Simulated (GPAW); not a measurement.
# Ag (Fm-3m) in GPAW: settings compared, part 2 of 2

GPAW 26.7.0. The steps go on from the part before.

**3. Single point, PBE**

Input file run.py:

```python
from ase.dft.bandgap import bandgap
from ase.io import read, write
from ase.units import GPa
from gpaw import GPAW, PW

atoms = read('Ag.cif')

calc = GPAW(mode=PW(700),
            xc='PBE',
            kpts={'size': (7, 7, 7), 'gamma': True},
            occupations={'name': 'fermi-dirac', 'width': 0.05},
            nbands=57,
            convergence={'density': 1e-05, 'energy': 1e-05},
            maxiter=60,
            txt='gpaw.txt')
atoms.calc = calc
energy = atoms.get_potential_energy()
forces = atoms.get_forces()
stress = atoms.get_stress()
calc.write('gs.gpw')
write('result.traj', atoms)
print(f'Energy: {energy:.6f} eV')
print('Forces (eV/A):')
print(forces.round(4))
print('Stress (GPa):', (stress / GPa).round(3))
print('Fermi level:', round(calc.get_fermi_level(), 4), 'eV')
print(f'Gap: {bandgap(calc)[0]:.4f} eV, direct: {bandgap(calc, direct=True)[0]:.4f} eV')
```

Input file Ag.cif:

```cif
data_Ag
_cell_length_a 4.08550000
_cell_length_b 4.08550000
_cell_length_c 4.08550000
_cell_angle_alpha 90.00000000
_cell_angle_beta 90.00000000
_cell_angle_gamma 90.00000000
_space_group_name_H-M_alt 'Fm-3m'
_space_group_name_Hall '-F 4 2 3'
_space_group_IT_number 225
loop_
_space_group_symop_operation_xyz
'x,y,z'
'-x,-y,-z'
'-y,x,z'
'y,-x,-z'
'-x,-y,z'
'x,y,-z'
'y,-x,z'
'-y,x,-z'
'x,-y,-z'
'-x,y,z'
'-y,-x,-z'
'y,x,z'
'-x,y,-z'
'x,-y,z'
'y,x,-z'
'-y,-x,z'
'z,x,y'
'-z,-x,-y'
'z,-y,x'
'-z,y,-x'
'z,-x,-y'
'-z,x,y'
'z,y,-x'
'-z,-y,x'
'-z,x,-y'
'z,-x,y'
'-z,-y,-x'
'z,y,x'
'-z,-x,y'
'z,x,-y'
'-z,y,x'
'z,-y,-x'
'y,z,x'
'-y,-z,-x'
'x,z,-y'
'-x,-z,y'
'-y,z,-x'
'y,-z,x'
'-x,z,y'
'x,-z,-y'
'-y,-z,x'
'y,z,-x'
'-x,-z,-y'
'x,z,y'
'y,-z,-x'
'-y,z,x'
'x,-z,y'
'-x,z,-y'
'x,y+1/2,z+1/2'
'-x,-y+1/2,-z+1/2'
'-y,x+1/2,z+1/2'
[... 62 lines left out ...]
'-z+1/2,-x,-y+1/2'
'z+1/2,-y,x+1/2'
'-z+1/2,y,-x+1/2'
'z+1/2,-x,-y+1/2'
'-z+1/2,x,y+1/2'
'z+1/2,y,-x+1/2'
'-z+1/2,-y,x+1/2'
'-z+1/2,x,-y+1/2'
'z+1/2,-x,y+1/2'
'-z+1/2,-y,-x+1/2'
'z+1/2,y,x+1/2'
'-z+1/2,-x,y+1/2'
'z+1/2,x,-y+1/2'
'-z+1/2,y,x+1/2'
'z+1/2,-y,-x+1/2'
'y+1/2,z,x+1/2'
'-y+1/2,-z,-x+1/2'
'x+1/2,z,-y+1/2'
'-x+1/2,-z,y+1/2'
'-y+1/2,z,-x+1/2'
'y+1/2,-z,x+1/2'
'-x+1/2,z,y+1/2'
'x+1/2,-z,-y+1/2'
'-y+1/2,-z,x+1/2'
'y+1/2,z,-x+1/2'
'-x+1/2,-z,-y+1/2'
'x+1/2,z,y+1/2'
'y+1/2,-z,-x+1/2'
'-y+1/2,z,x+1/2'
'x+1/2,-z,y+1/2'
'-x+1/2,z,-y+1/2'
'x+1/2,y+1/2,z'
'-x+1/2,-y+1/2,-z'
'-y+1/2,x+1/2,z'
'y+1/2,-x+1/2,-z'
'-x+1/2,-y+1/2,z'
'x+1/2,y+1/2,-z'
'y+1/2,-x+1/2,z'
'-y+1/2,x+1/2,-z'
'x+1/2,-y+1/2,-z'
'-x+1/2,y+1/2,z'
'-y+1/2,-x+1/2,-z'
'y+1/2,x+1/2,z'
'-x+1/2,y+1/2,-z'
'x+1/2,-y+1/2,z'
'y+1/2,x+1/2,-z'
'-y+1/2,-x+1/2,z'
'z+1/2,x+1/2,y'
'-z+1/2,-x+1/2,-y'
'z+1/2,-y+1/2,x'
'-z+1/2,y+1/2,-x'
'z+1/2,-x+1/2,-y'
'-z+1/2,x+1/2,y'
'z+1/2,y+1/2,-x'
'-z+1/2,-y+1/2,x'
'-z+1/2,x+1/2,-y'
'z+1/2,-x+1/2,y'
'-z+1/2,-y+1/2,-x'
'z+1/2,y+1/2,x'
'-z+1/2,-x+1/2,y'
'z+1/2,x+1/2,-y'
'-z+1/2,y+1/2,x'
'z+1/2,-y+1/2,-x'
'y+1/2,z+1/2,x'
'-y+1/2,-z+1/2,-x'
'x+1/2,z+1/2,-y'
'-x+1/2,-z+1/2,y'
'-y+1/2,z+1/2,-x'
'y+1/2,-z+1/2,x'
'-x+1/2,z+1/2,y'
'x+1/2,-z+1/2,-y'
'-y+1/2,-z+1/2,x'
'y+1/2,z+1/2,-x'
'-x+1/2,-z+1/2,-y'
'x+1/2,z+1/2,y'
'y+1/2,-z+1/2,-x'
'-y+1/2,z+1/2,x'
'x+1/2,-z+1/2,y'
'-x+1/2,z+1/2,-y'
loop_
_atom_site_label
_atom_site_type_symbol
_atom_site_symmetry_multiplicity
_atom_site_Wyckoff_symbol
_atom_site_fract_x
_atom_site_fract_y
_atom_site_fract_z
_atom_site_occupancy
Ag1 Ag 4 a 0.0000000000 0.0000000000 0.0000000000 1
```

Potentials or basis: GPAW PAW data sets (gpaw-data 1.2.1), pw.

Launch:

```console
$ OMP_NUM_THREADS=1 python run.py
```

gpaw.txt:

```text
__  _  _
 | _ |_)|_||  |
 |__||  | ||/\| - 26.7.0

Input parameters:
  mode=PW(ecut=700.0),
  convergence={'density': 1e-05, 'energy': 1e-05},
  kpts=MonkhorstPack(size=(7, 7, 7), gamma=True),
  maxiter=60,
  nbands=57,
  occupations=Occupations(name='fermi-dirac', width=0.05),
  xc=XC(name='PBE')

Diagonalizing LCAO Hamiltonian
Converting LCAO to pw mode
    .---------.
   /|         |
  / |         |
 *  |         |
 |Ag|         |
 |  .---------.
 | /  Ag     /
 |/    Ag   /
 Ag--------*

Atoms  # Å, Bohr magnetons
|   | symbol |        x |        y |        z |    initial magnetic moments |
|---|--------|----------|----------|----------|-----------------------------|
| 0 |     Ag | 0.000000 | 0.000000 | 0.000000 | ( 0.0000,  0.0000,  0.0000) |
| 1 |     Ag | 0.000000 | 2.042750 | 2.042750 | ( 0.0000,  0.0000,  0.0000) |
| 2 |     Ag | 2.042750 | 0.000000 | 2.042750 | ( 0.0000,  0.0000,  0.0000) |
| 3 |     Ag | 2.042750 | 2.042750 | 0.000000 | ( 0.0000,  0.0000,  0.0000) |

Unit cell  # Å
| periodic |        x |        y |        z |  lengths |    angles |
|----------|----------|----------|----------|----------|-----------|
|      yes | 4.085500 | 0.000000 | 0.000000 | 4.085500 | 90.000000 |
|      yes | 0.000000 | 4.085500 | 0.000000 | 4.085500 | 90.000000 |
|      yes | 0.000000 | 0.000000 | 4.085500 | 4.085500 | 90.000000 |

Number of symmetries: 48
Symmetry operations  # r_c * U_cc + t_c -> r_c
|    | kind |            matrix            |
|----|------|------------------------------|
|  0 |  E   |  1, 0, 0,  0, 1, 0,  0, 0, 1 |
|  1 |  σ   |  1, 0, 0,  0, 1, 0,  0, 0,-1 |
|  2 |  σ   |  1, 0, 0,  0, 0, 1,  0, 1, 0 |
|  3 |  C4  |  1, 0, 0,  0, 0, 1,  0,-1, 0 |
|  4 |  C4  |  1, 0, 0,  0, 0,-1,  0, 1, 0 |
|  5 |  σ   |  1, 0, 0,  0, 0,-1,  0,-1, 0 |
|  6 |  σ   |  1, 0, 0,  0,-1, 0,  0, 0, 1 |
|  7 |  C2  |  1, 0, 0,  0,-1, 0,  0, 0,-1 |
|  8 |  σ   |  0, 1, 0,  1, 0, 0,  0, 0, 1 |
|  9 |  C2  |  0, 1, 0,  1, 0, 0,  0, 0,-1 |
| 10 |  C3  |  0, 1, 0,  0, 0, 1,  1, 0, 0 |
| 11 |  S6  |  0, 1, 0,  0, 0, 1, -1, 0, 0 |
| 12 |  S6  |  0, 1, 0,  0, 0,-1,  1, 0, 0 |
| 13 |  C3  |  0, 1, 0,  0, 0,-1, -1, 0, 0 |
| 14 |  C4  |  0, 1, 0, -1, 0, 0,  0, 0, 1 |
| 15 |  S4  |  0, 1, 0, -1, 0, 0,  0, 0,-1 |
| 16 |  C3  |  0, 0, 1,  1, 0, 0,  0, 1, 0 |
| 17 |  S6  |  0, 0, 1,  1, 0, 0,  0,-1, 0 |
| 18 |  σ   |  0, 0, 1,  0, 1, 0,  1, 0, 0 |
| 19 |  C4  |  0, 0, 1,  0, 1, 0, -1, 0, 0 |
| 20 |  C2  |  0, 0, 1,  0,-1, 0,  1, 0, 0 |
| 21 |  S4  |  0, 0, 1,  0,-1, 0, -1, 0, 0 |
| 22 |  S6  |  0, 0, 1, -1, 0, 0,  0, 1, 0 |
| 23 |  C3  |  0, 0, 1, -1, 0, 0,  0,-1, 0 |
| 24 |  S6  |  0, 0,-1,  1, 0, 0,  0, 1, 0 |
| 25 |  C3  |  0, 0,-1,  1, 0, 0,  0,-1, 0 |
| 26 |  C4  |  0, 0,-1,  0, 1, 0,  1, 0, 0 |
| 27 |  σ   |  0, 0,-1,  0, 1, 0, -1, 0, 0 |
| 28 |  S4  |  0, 0,-1,  0,-1, 0,  1, 0, 0 |
| 29 |  C2  |  0, 0,-1,  0,-1, 0, -1, 0, 0 |
| 30 |  C3  |  0, 0,-1, -1, 0, 0,  0, 1, 0 |
| 31 |  S6  |  0, 0,-1, -1, 0, 0,  0,-1, 0 |
| 32 |  C4  |  0,-1, 0,  1, 0, 0,  0, 0, 1 |
| 33 |  S4  |  0,-1, 0,  1, 0, 0,  0, 0,-1 |
| 34 |  S6  |  0,-1, 0,  0, 0, 1,  1, 0, 0 |
| 35 |  C3  |  0,-1, 0,  0, 0, 1, -1, 0, 0 |
| 36 |  C3  |  0,-1, 0,  0, 0,-1,  1, 0, 0 |
| 37 |  S6  |  0,-1, 0,  0, 0,-1, -1, 0, 0 |
| 38 |  σ   |  0,-1, 0, -1, 0, 0,  0, 0, 1 |
| 39 |  C2  |  0,-1, 0, -1, 0, 0,  0, 0,-1 |
| 40 |  σ   | -1, 0, 0,  0, 1, 0,  0, 0, 1 |
| 41 |  C2  | -1, 0, 0,  0, 1, 0,  0, 0,-1 |
| 42 |  C2  | -1, 0, 0,  0, 0, 1,  0, 1, 0 |
| 43 |  S4  | -1, 0, 0,  0, 0, 1,  0,-1, 0 |
| 44 |  S4  | -1, 0, 0,  0, 0,-1,  0, 1, 0 |
| 45 |  C2  | -1, 0, 0,  0, 0,-1,  0,-1, 0 |
| 46 |  C2  | -1, 0, 0,  0,-1, 0,  0, 0, 1 |
| 47 |  i   | -1, 0, 0,  0,-1, 0,  0, 0,-1 |

BZ-sampling:
  Number of BZ points: 343
  Number of IBZ points: 20

  Monkhorst-Pack size: [7, 7, 7]
  Monkhorst-Pack shift: [0, 0, 0]

K-points  # in reciprocal-cell coordinates
|     |                                coordinates |     weight |
|-----|--------------------------------------------|------------|
|   0 | (  0.00000000,   0.00000000,   0.00000000) | 0.00291545 |
|   1 | (  0.14285714,   0.00000000,   0.00000000) | 0.01749271 |
|   2 | (  0.14285714,   0.14285714,   0.00000000) | 0.03498542 |
|   3 | (  0.14285714,   0.14285714,   0.14285714) | 0.02332362 |
|   4 | (  0.28571429,   0.00000000,   0.00000000) | 0.01749271 |
|   5 | (  0.28571429,   0.14285714,   0.00000000) | 0.06997085 |
|   6 | (  0.28571429,   0.14285714,   0.14285714) | 0.06997085 |
|   7 | (  0.28571429,   0.28571429,   0.00000000) | 0.03498542 |
|   8 | (  0.28571429,   0.28571429,   0.14285714) | 0.06997085 |
|   9 | (  0.28571429,   0.28571429,   0.28571429) | 0.02332362 |
| ... |                                            |            |
|  19 | (  0.42857143,   0.42857143,   0.42857143) | 0.02332362 |

Plane wave coefficients: 2897
Cutoff: 700.0 eV

Spin-components: 1 (collinear spins)
Bands:           57
Projectors:      24
Spin-degeneracy: 2
Datatype:        complex128

Parallelization:
  kpt:    1
  domain: 1
  band:   1

Density:
  Valence electrons: 68.0
  Components: 1
  Grid points: [25 25 25]
  Charge: 0.0  # |e|

Potential:
  Grid points: [25 25 25]

species:
  Ag:
    name:    Silver
    Z:       47.0
    valence: 17
    core:    30
    charge:  0.0  # [|e|]
    compensation charges:
      type: gauss
      rc: 0.40  # [Å]
      lmax: 2
    cutoffs:
      filter: 2.35  # [Å]
      core: 2.19  # [Å]
    projectors
    | kind |    occ | energy [eV] | rcut [Å] |
    |------|--------|-------------|----------|
    |   5s |  1.000 |      -4.401 |    1.286 |
    |   4p |  6.000 |     -58.577 |    1.328 |
    |   5p |  0.000 |      -0.738 |    1.328 |
    |   4d | 10.000 |      -7.446 |    1.180 |
    |    s |        |      22.811 |    1.286 |
    |    d |        |      19.766 |    1.180 |

    Using partial waves for Ag as LCAO basis

Reference energy: -578391.305415  # eV

eigensolver:
  PPCG
  Converge bands: occupied
  niter=2

density mixing:
  MSR1-Mixer
  Pratt-step length: 0.05
  Maximum mixing coefficient: 0.75
  Old densities: 10
  SVD Regularization: 0.005
  Good broyden scale: 1.0
  Trust region scale: 1.0
  Backstep threshold: 4.0
  History deletion threshold: 6.0
  Fourier metric: weight=20.0, sigma=0.015

occupation numbers:
  Fermi-Dirac:
    width: 0.0500  # eV

poisson solver:
  ecut: 5600.0  # eV

xc functional:
  name: PBE with 2 nearest neighbor stencil

convergence criteria:
- Maximum integral of absolute [dens]ity change: 1e-05 electrons / valence electron
- Maximum [total energy] change in last 3 cyles: 1e-05 eV / valence electron
- Maximum integral of absolute [eigenst]ate change: 4e-08 eV^2 / valence electron
maximum number of iterations: 60

SCF iterations
|iter     | |      energy | eigst |  dens |
|---------|-|-------------|-------|-------|
|iter:   1| |  -12.291519 | +0.11 |       |
|iter:   2| |  -12.225217 | -2.18 | -1.36 |
|iter:   3| |-285783.653730 | +4.89 | -1.36 |
|iter:   4| |   -4.184260 | +2.29 | +1.14 |
|iter:   5| |  -11.359458 | +0.09 | -0.94 |
|iter:   6| |  -11.429033 | -1.90 | -1.86 |
|iter:   7| |  -11.432873 | -3.63 | -2.58 |
|iter:   8| |  -11.428566 | -4.75 | -2.53 |
|iter:   9| |  -11.427677 | -5.63 | -2.90 |
|iter:  10| |  -11.427629 | -6.61 | -3.53 |
|iter:  11| |  -11.427631c| -7.70c| -4.35 |
|iter:  12| |  -11.427631c| -8.71c| -4.90 |
|iter:  13| |  -11.427631c| -9.54c| -6.02c|

Converged in 13 steps
Energy contributions relative to reference atoms: (reference = -578391.305415)

Energy contributions:
  Kinetic:          -2.106670
  Coulomb:          -2.365821
  Zero:              0.671677
  External:          0.000000
  Xc:               -7.622952
  Entropy:          -0.007730
  Spinorbit:         0.000000
  ----------------------------
  Free energy:     -11.431497
  Extrapolated:    -11.427631

dipole moment: (-25.517439, -25.517439, -25.517439)  # |e|*Ang

Fermi level: 8.194
Eigenvalues  # (at kpt = [0.000, 0.000, 0.000])
| band index |      eig [eV] | occ [0-2] |
|------------|---------------|-----------|
|          0 |       -47.273 |     2.000 |
|        ... |               |           |
|         25 |         5.299 |     2.000 |
|         26 |         5.299 |     2.000 |
|         27 |         5.545 |     2.000 |
|         28 |         5.545 |     2.000 |
|         29 |         5.545 |     2.000 |
|         30 |         5.545 |     2.000 |
[... 8 lines left out ...]
|         39 |        18.977 |     0.000 |
|         40 |        18.977 |     0.000 |
|        ... |               |           |
|         56 |        33.529 |     0.000 |

No gap
No difference between direct/indirect transitions

Forces  # eV/Ang
|        x |        y |        z |
|----------|----------|----------|
|  0.00000 |  0.00000 |  0.00000 |  # Ag   0
| -0.00000 |  0.00000 |  0.00000 |  # Ag   1
|  0.00000 | -0.00000 |  0.00000 |  # Ag   2
|  0.00000 |  0.00000 | -0.00000 |  # Ag   3

Stress tensor  # eV/Ang^3
|         x |         y |         z |
|-----------|-----------|-----------|
| -0.028305 |  0.000000 |  0.000000 |
|  0.000000 | -0.028305 |  0.000000 |
|  0.000000 |  0.000000 | -0.028305 |

# Writing to gs.gpw (mode='')
```

Run time: 70 s. Hardware: 1 thread of Arm Neoverse V1, shared host; peak memory 0.22 GiB.

Results:

```
Free energy            : -11.4315 eV
Pressure               : 4.5 GPa
Band gap on the k mesh : none (metal or under the smearing width)
```

Levels at points of the mesh, in eV from the Fermi level:
```
           k point  band 32  band 33  band 34  band 35  band 36  band 37
(0.00, 0.00, 0.00)    -2.65    -2.65     1.65     1.65     1.65     6.84
```

**4. Single point, PBE0**

Input file run.py:

```python
from ase import Atoms
from ase.dft.bandgap import bandgap
from ase.io import write
from gpaw import GPAW, PW

atoms = Atoms(['Ag'],
              cell=[[0.0, 2.04275, 2.04275],
                    [2.04275, 0.0, 2.04275],
                    [2.04275, 2.04275, 0.0]],
              scaled_positions=[[0.0, 0.0, 0.0]],
              pbc=True)

calc = GPAW(mode=PW(450),
            xc='PBE0',
            kpts={'size': (4, 4, 4), 'gamma': True},
            occupations={'name': 'fermi-dirac', 'width': 0.05},
            nbands=14,
            convergence={'density': 1e-05, 'energy': 1e-05},
            maxiter=60,
            txt='gpaw.txt')
atoms.calc = calc
energy = atoms.get_potential_energy()
forces = atoms.get_forces()
calc.write('gs.gpw')
write('result.traj', atoms)
print(f'Energy: {energy:.6f} eV')
print('Forces (eV/A):')
print(forces.round(4))
print('Fermi level:', round(calc.get_fermi_level(), 4), 'eV')
print(f'Gap: {bandgap(calc)[0]:.4f} eV, direct: {bandgap(calc, direct=True)[0]:.4f} eV')
```

Potentials or basis: GPAW PAW data sets (gpaw-data 1.2.1), pw.

Launch:

```console
$ OMP_NUM_THREADS=1 python run.py
```

gpaw.txt:

```text
__  _  _
 | _ |_)|_||  |
 |__||  | ||/\| - 26.7.0

Input parameters:
  mode=PW(ecut=450.00000000000006),
  convergence={'density': 1e-05, 'energy': 1e-05},
  kpts=MonkhorstPack(size=(4, 4, 4), gamma=True),
  maxiter=60,
  nbands=14,
  occupations=Occupations(name='fermi-dirac', width=0.05),
  xc=XC(name='PBE0')

Diagonalizing LCAO Hamiltonian
Converting LCAO to pw mode

       Ag

Atoms  # Å, Bohr magnetons
|   | symbol |        x |        y |        z |    initial magnetic moments |
|---|--------|----------|----------|----------|-----------------------------|
| 0 |     Ag | 0.000000 | 0.000000 | 0.000000 | ( 0.0000,  0.0000,  0.0000) |

Unit cell  # Å
| periodic |        x |        y |        z |  lengths |    angles |
|----------|----------|----------|----------|----------|-----------|
|      yes | 0.000000 | 2.042750 | 2.042750 | 2.888885 | 60.000000 |
|      yes | 2.042750 | 0.000000 | 2.042750 | 2.888885 | 60.000000 |
|      yes | 2.042750 | 2.042750 | 0.000000 | 2.888885 | 60.000000 |

Number of symmetries: 48
Symmetry operations  # r_c * U_cc + t_c -> r_c
|    | kind |            matrix            |
|----|------|------------------------------|
|  0 |  σ   |  1, 0, 0,  1, 0,-1,  1,-1, 0 |
|  1 |  C2  |  1, 0, 0,  1,-1, 0,  1, 0,-1 |
|  2 |  E   |  1, 0, 0,  0, 1, 0,  0, 0, 1 |
|  3 |  σ   |  1, 0, 0,  0, 0, 1,  0, 1, 0 |
|  4 |  C4  |  1, 0,-1,  1, 0, 0,  1,-1, 0 |
|  5 |  S6  |  1, 0,-1,  1,-1, 0,  1, 0, 0 |
[... 150 lines left out ...]
|---------|-|-------------|-------|-------|
|iter:   1| |-1005.184009 | -0.40 |       |
|iter:   2| |   -5.136948 | -1.30 | -1.18 |
|iter:   3| |   -5.578296 | -2.59 | -1.54 |
|iter:   4| |   -5.626719 | -3.81 | -1.38 |
|iter:   5| |   -5.563075 | -4.69 | -1.33 |
|iter:   6| |   -6.373650 | -2.51 | -1.37 |
|iter:   7| |   -5.537769 | -2.73 | -1.08 |
|iter:   8| |  -12.807431 | -1.20 | -1.32 |
|iter:   9| |   -5.760615 | -1.62 | -0.73 |
|iter:  10| |   -5.874776 | -3.19 | -1.16 |
|iter:  11| |   -5.648444 | -3.44 | -1.24 |
|iter:  12| |   -5.364652 | -2.97 | -1.36 |
|iter:  13| |   -5.353423 | -3.09 | -1.80 |
|iter:  14| |   -5.359877 | -5.04 | -2.37 |
|iter:  15| |   -5.357983 | -4.97 | -2.48 |
|iter:  16| |   -5.358154 | -5.82 | -3.35 |
|iter:  17| |   -5.358154 | -7.46c| -3.66 |
|iter:  18| |   -5.358153c| -7.62c| -4.09 |
|iter:  19| |   -5.358153c| -9.20c| -4.39 |
|iter:  20| |   -5.358153c| -9.35c| -4.83 |
|iter:  21| |   -5.358153c|-10.61c| -5.86c|

Converged in 21 steps
Energy contributions relative to reference atoms: (reference = -144597.826354)

Energy contributions:
  Kinetic:           7.489842
  Coulomb:          -7.477765
  Zero:              0.210261
  External:          0.000000
  Xc:              994.682985
  Entropy:          -0.006495
  Spinorbit:         0.000000
  Hybrid_Xc_Cc:      -895.391300
  Hybrid_Xc_Vc:       -36.975568
  Hybrid_Xc_Vv:       -67.893360
  ----------------------------
  Free energy:      -5.361401
  Extrapolated:     -5.358153

dipole moment: (-12.668236, -12.668236, -12.668236)  # |e|*Ang

Fermi level: 9.361
Eigenvalues  # (at kpt = [0.000, 0.000, 0.000])
| band index |      eig [eV] | occ [0-2] |
|------------|---------------|-----------|
|          0 |       -51.379 |     2.000 |
|          1 |       -51.379 |     2.000 |
|          2 |       -51.379 |     2.000 |
|          3 |        -1.042 |     2.000 |
|          4 |         1.568 |     2.000 |
|          5 |         1.568 |     2.000 |
|          6 |         1.568 |     2.000 |
|          7 |         2.662 |     2.000 |
|          8 |         2.662 |     2.000 |
|          9 |        25.606 |     0.000 |
|         10 |        29.477 |     0.000 |
|         11 |        29.477 |     0.000 |
|         12 |        29.477 |     0.000 |
|         13 |        33.781 |     0.000 |

No gap
No difference between direct/indirect transitions

Forces  # eV/Ang
|        x |       y |       z |
|----------|---------|---------|
| -0.00000 | 0.00000 | 0.00000 |  # Ag   0

# Writing to gs.gpw (mode='')
```

stdout:

```text
Energy: -5.358153 eV
Forces (eV/A):
[[-0.  0.  0.]]
Fermi level: 9.3608 eV
Gap: 0.0000 eV, direct: 0.0000 eV
```

Wall time 11 min (1 thread of Arm Neoverse V2, shared host); peak memory 0.18 GiB.

Results:

| Quantity | Value |
| --- | --- |
| Free energy | -5.3614 eV |
| Band gap on the k mesh | none (metal or under the smearing width) |

Caveat: the k mesh is coarse (spacing up to 0.67 Å⁻¹), so the values aren't converged, least of all with exact exchange; exact exchange converges slowly with the k mesh, and this mesh is small; the PAW data sets were made with another functional, which shifts forces and pressure a little.

**5. Single point, PBE**

run.py, as its differences from that of step 4:

```diff
@@ -3,2 +3,3 @@
 from ase.io import write
+from ase.units import GPa
 from gpaw import GPAW, PW
@@ -12,9 +13,9 @@
 
-calc = GPAW(mode=PW(450),
-            xc='PBE0',
-            kpts={'size': (4, 4, 4), 'gamma': True},
+calc = GPAW(mode=PW(250),
+            xc='PBE',
+            kpts={'size': (11, 11, 11), 'gamma': True},
             occupations={'name': 'fermi-dirac', 'width': 0.05},
-            nbands=14,
+            nbands=18,
             convergence={'density': 1e-05, 'energy': 1e-05},
-            maxiter=60,
+            maxiter=75,
             txt='gpaw.txt')
@@ -23,2 +24,3 @@
 forces = atoms.get_forces()
+stress = atoms.get_stress()
 calc.write('gs.gpw')
@@ -28,2 +30,3 @@
 print(forces.round(4))
+print('Stress (GPa):', (stress / GPa).round(3))
 print('Fermi level:', round(calc.get_fermi_level(), 4), 'eV')
```

Launch:

```console
$ OMP_NUM_THREADS=1 python run.py
```

Wall time 4.5 s (1 thread of Arm Neoverse V2, shared host); peak memory 0.12 GiB.

These settings aren't checked as converged: the numbers below hold their error.

What came out:

| Quantity | Value |
| --- | --- |
| Free energy | -2.4944 eV |
| Pressure | 1.1 GPa |
| Band gap on the k mesh | none (metal or under the smearing width) |

Caveat: the cutoff is short for stress and forces, so pressures can be off by a GPa or more.
